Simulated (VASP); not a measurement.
The system is C.

```
CELL_PARAMETERS angstrom
0.00000 1.78337 1.78337
1.78337 0.00000 1.78337
1.78337 1.78337 0.00000
ATOMIC_POSITIONS crystal
C 0.75000 0.75000 0.75000
C 0.50000 0.50000 0.50000
```

This isn't the form of C at room conditions, which is graphite.

```yaml
Program: VASP 6.6.1
Task: relaxation of cell and atoms
Functional: PBEsol0
Potentials_or_basis: VASP PAW PBE potentials, release 64 (C)
Cutoff: 600 eV
k_mesh: 7 × 7 × 7
Occupations: fermi-dirac, width 0.05 eV
Spin: no spin polarisation
```

At the start: pressure -12.4 GPa; volume 5.67 Å³/atom.

How do energy, volume and symmetry change on relaxing?

Over 3 steps the energy falls by 5.9 meV/atom and the volume is 5.52 Å³/atom (-2.6 %); space group Fd-3m (No. 227, to 0.05 Å).

The path:
| step | energy change (eV) | largest force (eV/Å) | pressure (GPa) | volume (Å³) |
| --- | --- | --- | --- | --- |
| 1 | 0.0000 | 0.0000 | -12.36 | 11.34 |
| 2 | 0.0114 | 0.0000 | 19.06 | 10.64 |
| 3 | -0.0119 | 0.0000 | -0.10 | 11.05 |

Final structure:
```
C
1.0
     0.00000    1.76758    1.76758
     1.76758    0.00000    1.76758
     1.76758    1.76758    0.00000
C
2
Direct
  0.75000 0.75000 0.75000
  0.50000 0.50000 0.50000
```

Caveat: the k mesh is coarse (spacing up to 0.44 Å⁻¹), so the values aren't converged, least of all with exact exchange; the PAW data sets were made with another functional, which shifts forces and pressure a little.
